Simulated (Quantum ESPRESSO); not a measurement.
A calculation with Quantum ESPRESSO 7.5 of MnO2 (native input, structure typed inline):

Contents of pw.in:

```
&CONTROL
  calculation = 'scf'
  prefix = 'pwscf'
  outdir = './tmp'
  pseudo_dir = './pseudo'
  tprnfor = .true.
  tstress = .true.
  disk_io = 'low'
/
&SYSTEM
  ibrav = 0
  celldm(1) = 8
  nat = 3
  ntyp = 2
  ecutwfc = 45
  ecutrho = 360
  nbnd = 24
  occupations = 'smearing'
  smearing = 'fd'
  degauss = 0.00367493
  nspin = 2
  starting_magnetization(1) = 0.2667
  starting_magnetization(2) = 0
/
&ELECTRONS
  conv_thr = 6d-10
  electron_maxstep = 120
  mixing_beta = 0.3
/
ATOMIC_SPECIES
Mn    54.9380 mn_pbesol_v1.5.uspp.F.UPF
O     15.9990 o_pbesol_v1.2.uspp.F.UPF
CELL_PARAMETERS alat
  0.3374188291675   0.1948088518383   1.0827968949612
 -0.3374188291675   0.1948088518383   1.0827968949612
  0.0000000000000  -0.3896177037002   1.0827968949612
ATOMIC_POSITIONS crystal
Mn     0.0000000000    0.0000000000    0.0000000000
O      0.7356355100    0.7356355100    0.7356355100
O      0.2643644900    0.2643644900    0.2643644900
K_POINTS automatic
11 11 11 0 0 0
```

Contents of pp_density.in:

```
&INPUTPP
  prefix = 'pwscf'
  outdir = './tmp'
  filplot = 'density.dat'
  plot_num = 0
/
&PLOT
  nfile = 1
  filepp(1) = 'density.dat'
  iflag = 3
  output_format = 6
  fileout = 'density.cube'
/
```

The input pp_potential.in:

```
&INPUTPP
  prefix = 'pwscf'
  outdir = './tmp'
  filplot = 'potential.dat'
  plot_num = 11
/
&PLOT
  nfile = 1
  filepp(1) = 'potential.dat'
  iflag = 3
  output_format = 6
  fileout = 'potential.cube'
/
```

pp_spin.in

```
&INPUTPP
  prefix = 'pwscf'
  outdir = './tmp'
  filplot = 'spin.dat'
  plot_num = 6
/
&PLOT
  nfile = 1
  filepp(1) = 'spin.dat'
  iflag = 3
  output_format = 6
  fileout = 'spin.cube'
/
```

Potentials or basis: GBRV 1.5 PBEsol.

Command:

```sh
$ OMP_NUM_THREADS=1 mpirun -n 2 pw.x -nk 2 -in pw.in > pw.out
$ OMP_NUM_THREADS=1 mpirun -n 1 pp.x -in pp_density.in > pp_density.out
$ OMP_NUM_THREADS=1 mpirun -n 1 pp.x -in pp_potential.in > pp_potential.out
$ OMP_NUM_THREADS=1 mpirun -n 1 pp.x -in pp_spin.in > pp_spin.out
```

Measurements of this composition are mostly on another form, of space group No. 136.

Question: Write the same calculation in another form: ASE script, structure from a P1 CIF.

Answer: As run:

Contents of run.py:

```python
import numpy as np
from ase.calculators.espresso import Espresso, EspressoProfile
from ase.io import read

atoms = read('MnO2.cif')
atoms.set_initial_magnetic_moments([4.0, 0.0, 0.0])

input_data = {
    'control': {'calculation': 'scf', 'prefix': 'pwscf', 'outdir': './tmp', 'tprnfor': True, 'tstress': True, 'disk_io': 'nowf'},
    'system': {'ecutwfc': 45.0, 'ecutrho': 360.0, 'nbnd': 24, 'occupations': 'smearing', 'smearing': 'fd', 'degauss': 0.00367493, 'nspin': 2},
    'electrons': {'conv_thr': 6e-10, 'electron_maxstep': 120, 'mixing_beta': 0.3},
}
pseudopotentials = {'Mn': 'mn_pbesol_v1.5.uspp.F.UPF', 'O': 'o_pbesol_v1.2.uspp.F.UPF'}
profile = EspressoProfile(command='mpirun -n 2 pw.x -nk 2', pseudo_dir='pseudo')
dft = Espresso(profile=profile, input_data=input_data, pseudopotentials=pseudopotentials, kpts=(11, 11, 11), koffset=(0, 0, 0))
atoms.calc = dft

print(f'energy {atoms.get_potential_energy():.8f} eV')
print('forces (eV/A)')
print(np.round(atoms.get_forces(), 6))
print('stress (eV/A^3, Voigt)')
print(np.round(atoms.get_stress(), 8))
print(f'Fermi level {dft.get_fermi_level():.4f} eV')
```

File MnO2.cif:

```cif
data_MnO2
_cell_length_a 4.87165232
_cell_length_b 4.87165232
_cell_length_c 4.87165232
_cell_angle_alpha 34.10089880
_cell_angle_beta 34.10089880
_cell_angle_gamma 34.10089880
_space_group_name_H-M_alt 'P1'
_space_group_name_Hall 'P 1'
_space_group_IT_number 1
loop_
_space_group_symop_operation_xyz
'x,y,z'
loop_
_atom_site_label
_atom_site_type_symbol
_atom_site_symmetry_multiplicity
_atom_site_Wyckoff_symbol
_atom_site_fract_x
_atom_site_fract_y
_atom_site_fract_z
_atom_site_occupancy
Mn1 Mn 1 a 0.0000000000 0.0000000000 0.0000000000 1
O1 O 1 a 0.7356355100 0.7356355100 0.7356355100 1
O2 O 1 a 0.2643644900 0.2643644900 0.2643644900 1
```

Potentials or basis: GBRV 1.5 PBEsol.

The run is started by

```sh
$ OMP_NUM_THREADS=1 python run.py
```

Both were run:

|  | native input, structure typed inline | ASE script, structure from a P1 CIF |
| --- | --- | --- |
| Pressure | -1.5 GPa | -1.5 GPa |
| Largest force | 0.120 eV/Å | 0.120 eV/Å |
| Band gap on the k mesh | 0.77 eV, indirect (least direct gap 0.84 eV) | 0.77 eV, indirect (least direct gap 0.84 eV) |
| Net moment | 3.00 μB per cell | 3.00 μB per cell |
| Absolute moment | 3.05 μB per cell | 3.05 μB per cell |
| Site moments | Mn +2.52; O +0.04 μB | Mn +2.52; O +0.04 μB |
| Valence electrons inside the program's atomic spheres | Mn 11.74; O 5.23 | Mn 11.74; O 5.23 |

Keys that steer only the numerical path or the files written may differ.

Caveat: an odd mesh through Γ misses points on the zone boundary, where band edges often lie; a cell with one magnetic atom can't hold antiferromagnetic order, which such compounds often take.
